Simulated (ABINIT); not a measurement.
InP: single point with PBEsol

**Measured values to compare with.**

A printed reference work, data compilation reports, for a bulk crystal of InP at 1.6 K: band gap 1.4236 eV (direct).

Crystal: InP.

```
In P
1.0
     0.00000    2.93050    2.93050
     2.93050    0.00000    2.93050
     2.93050    2.93050    0.00000
In P
1 1
Cartesian
  0.0000 0.0000 0.0000
  4.3957 4.3957 4.3957
```

```yaml
Program: ABINIT 10.8.3 (patched build)
Task: single point
Functional: PBEsol
Potentials_or_basis: JTH PAW PBE v2.0
Cutoff: 408 eV
k_mesh: 6 × 6 × 6
Occupations: fermi-dirac, width 0.05 eV
Spin: no spin polarisation
Fine-grid_cutoff: 816.342 eV
Exchange_and_correlation_inside_the_PAW_spheres: full angular mesh (pawxcdev 0, this build's default; the released program takes 1)
```

```yaml
Band_gap_on_the_k_mesh: 0.59 eV, direct
Valence_electrons_inside_the_program's_atomic_spheres: In 11.27; P 1.58
```

Levels at points of the mesh, in eV from the valence-band top:
| k point | band 6 | band 7 | band 8 | band 9 | band 10 | band 11 | band 12 | band 13 |
| --- | --- | --- | --- | --- | --- | --- | --- | --- |
| (0.00, 0.00, 0.00) | -11.56 | 0.00 | 0.00 | 0.00 | 0.59 | 4.01 | 4.01 | 4.01 |
| (0.50, 0.00, 0.00) | -9.81 | -5.82 | -0.99 | -0.99 | 1.39 | 4.74 | 4.74 | 6.94 |
| (0.50, 0.50, 0.00) | -9.14 | -5.84 | -2.37 | -2.37 | 1.63 | 2.16 | 9.09 | 9.51 |

Wall time 10 s on 1 thread of Arm Neoverse V2, with other jobs on the host, peak memory 0.09 GiB.

Against the measured gap of InP, 1.4236 eV (direct; 1.6 K; a printed reference work, data compilation), the calculated 0.59 eV is off by -0.83 eV. Spin-orbit coupling on In is left out. The value is that of PBEsol, without temperature or zero-point motion. Semilocal functionals fall short of measured gaps as a rule.

Caveat: spin-orbit coupling is left out, which moves the levels of the heavy elements.
